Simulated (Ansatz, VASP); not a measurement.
## Two plane-wave programs on SiC (Moissanite)

Contents of INCAR:

```
PREC = Accurate ; ENCUT = 520
EDIFF = 1E-7 ; ISMEAR = -1
SIGMA = 0.05 ; LREAL = F
LASPH = T ; NELM = 100
ALGO = Normal ; ISIF = 2
LWAVE = F ; LCHARG = F
GGA = PE ; NBANDS = 16
```

Contents of KPOINTS:

```
regular mesh
0
Gamma
  10 10 5
```

File POSCAR:

```
SiC
1.0
    3.0132068704      0.0000000000      0.0000000000
   -1.5066034352      2.6095136966      0.0000000000
    0.0000000000      0.0000000000      4.9449506768
Si C
2 2
Direct
    0.6666666667      0.3333333333      0.5000000000
    0.3333333333      0.6666666667      0.0000000000
    0.6666666667      0.3333333333      0.8850000000
    0.3333333333      0.6666666667      0.3850000000
```

File input.yaml:

```yaml
crystal:
  lattice:
    - [3.0132068704, 0.0, 0.0]
    - [-1.5066034352, 2.6095136966, 0.0]
    - [0.0, 0.0, 4.9449506768]
  atoms:
    - { symbol: Si, position: [0.6666666667, 0.3333333333, 0.5] }
    - { symbol: Si, position: [0.3333333333, 0.6666666667, 0.0] }
    - { symbol: C, position: [0.6666666667, 0.3333333333, 0.885] }
    - { symbol: C, position: [0.3333333333, 0.6666666667, 0.385] }
hamiltonian:
  xc: pbe
  pseudopotentials: { kind: paw }
kpoints:
  mp_grid: { grid: [10, 10, 5] }
scf:
  occupations: { method: fermi_dirac, width: 0.05 }
output:
  forces: true
  stress: true
  eigenvalues: true
```

Change from the starting cell: volume scaled by 0.94.

Alike in both runs: task single point; functional PBE; k mesh 10 × 10 × 5; occupations fermi-dirac, width 0.05 eV; no spin polarisation.

|  | VASP | Ansatz |
| --- | --- | --- |
| version | VASP 6.6.1 | Ansatz 0.2.0 |
| potentials or method | VASP PAW PBE potentials, release 64 (Si, C) | Ansatz PAW |
| plane-wave cutoff (eV) | 520 | 420 |
| valence electrons in the cell | 16 | 16 |

```tsv
	VASP	Ansatz	Ansatz less VASP
gap on the k mesh at the Fermi level (eV)	2.37	2.38	+0.003
least direct gap on the mesh (eV)	4.20	4.21	+0.005
pressure (GPa)	19.4	19.5	+0.09
largest component of the traceless stress (GPa)	5.13	5.16	+0.027
rms of the force components (eV/Å)	0.494	0.494	+0.0003
```

Atom by atom the forces differ by 0.000 eV/Å (rms over components). With one functional, cell and mesh, what is left measures potentials, basis and numerics.

Caveats: an odd mesh through Γ misses points on the zone boundary, where band edges often lie (VASP); odd divisions of the mesh miss points on the zone boundary, where band edges often lie, so the gap on the mesh can be too wide (Ansatz).
